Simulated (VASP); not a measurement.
Write the native input for VASP 6.6.1 that does the following.

```yaml
Task: relaxation of the atoms
Functional: PBEsol
Potentials_or_basis: VASP PAW PBE potentials, release 64 (Si)
Cutoff: 520 eV
k_mesh: 2 × 2 × 2
Occupations: gaussian, width 0.05 eV
Spin: no spin polarisation
Dipole_correction: no
Further_INCAR_settings: LREAL = Auto; ALGO = Fast; EDIFF = 1e-06; IBRION = 2; EDIFFG = -0.03; NSW = 80
```

The structure of Si (a cell with a defect) lies in POSCAR:

```
Si
1.0
    0.0000000000      5.4300000000      5.4300000000
    5.4300000000      0.0000000000      5.4300000000
    5.4300000000      5.4300000000      0.0000000000
Si
17
Direct
    0.0000000000      0.0000000000      0.0000000000
    0.1250000000      0.1250000000      0.1250000000
    0.0000000000      0.0000000000      0.5000000000
    0.1250000000      0.1250000000      0.6250000000
    0.0000000000      0.5000000000      0.0000000000
    0.1250000000      0.6250000000      0.1250000000
    0.0000000000      0.5000000000      0.5000000000
    0.1250000000      0.6250000000      0.6250000000
    0.5000000000      0.0000000000      0.0000000000
    0.6250000000      0.1250000000      0.1250000000
    0.5000000000      0.0000000000      0.5000000000
    0.6250000000      0.1250000000      0.6250000000
    0.5000000000      0.5000000000      0.0000000000
    0.6250000000      0.6250000000      0.1250000000
    0.5000000000      0.5000000000      0.5000000000
    0.6250000000      0.6250000000      0.6250000000
    0.8224315000      0.8067547000      0.5555628000
```

The cell was built by a generator and needn't be a form met in nature.

The input as run:

INCAR

```
SYSTEM = Si
ALGO = Fast
EDIFF = 1E-6
EDIFFG = -0.03
ENCUT = 520
GGA = PS
IBRION = 2
ISIF = 2
ISMEAR = 0
LASPH = .True.
LCHARG = .False.
LREAL = Auto
LWAVE = .False.
NELM = 80
NSW = 80
PREC = Accurate
SIGMA = 0.05
```

KPOINTS

```
k-points
0
Gamma
  2 2 2
  0 0 0
```

Potentials or basis: VASP PAW PBE potentials, release 64 (Si).

Launch:

```bash
$ cat potpaw_PBE.64/Si/POTCAR > POTCAR
$ mpirun -np 1 vasp_std > vasp.out
```

It gave:

The energy gained by relaxing is 62.2 meV/atom, the ionic steps are 61 and the pressure after relaxing is 2.4 GPa. The largest force after relaxing is 0.024 eV/Å and the band gap on the k mesh is none (metal or under the smearing width).

Caveat: the k mesh is coarse (spacing up to 0.50 Å⁻¹), so the values aren't converged; the PAW data sets were made with another functional, which shifts forces and pressure a little.

Run time: 55 min on 1 thread of Intel(R) Xeon(R) 6975P-C (Granite Rapids), on a shared host, peak memory 0.52 GiB.
